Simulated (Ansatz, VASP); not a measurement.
Two plane-wave programs on C

```xyz
4
Lattice="2.4991 0.0000 0.0000 -1.2496 2.1643 0.0000 0.0000 0.0000 4.1190" Properties=species:S:1:pos:R:3 pbc="T T T"
C     0.0000    1.4429   -0.0011
C     1.2496    0.7214    2.0584
C     0.0000    1.4429    1.5416
C     1.2496    0.7214    3.6011
```

Change from the starting cell: strained cell.

Alike in both runs: functional PBEsol; k mesh 9 × 9 × 6; occupations gaussian, width 0.02 eV; no spin polarisation.

Ansatz relaxed the structure, and its values are those at the end. VASP's run is a single point on that final structure, the one shown.

|  | VASP | Ansatz |
| --- | --- | --- |
| version | VASP 6.6.1 | Ansatz 0.2.0 |
| potentials or method | VASP PAW PBE potentials, release 64 (C) | scalar-relativistic, plane waves, PAW |
| plane-wave cutoff (eV) | 520 | 420 |
| valence electrons in the cell | 16 | 16 |

|  | VASP | Ansatz | Ansatz less VASP |
| --- | --- | --- | --- |
| gap on the k mesh at the Fermi level (eV) | 3.03 | 3.05 | +0.019 |
| least direct gap on the mesh (eV) | 4.81 | 4.82 | +0.007 |
| pressure (GPa) | 5.8 | 4.6 | -1.20 |

Ansatz warned: «pseudo_functional_mismatch».

Caveats: the PAW data sets were made with another functional, which shifts forces and pressure a little (VASP); an odd mesh through Γ misses points on the zone boundary, where band edges often lie.
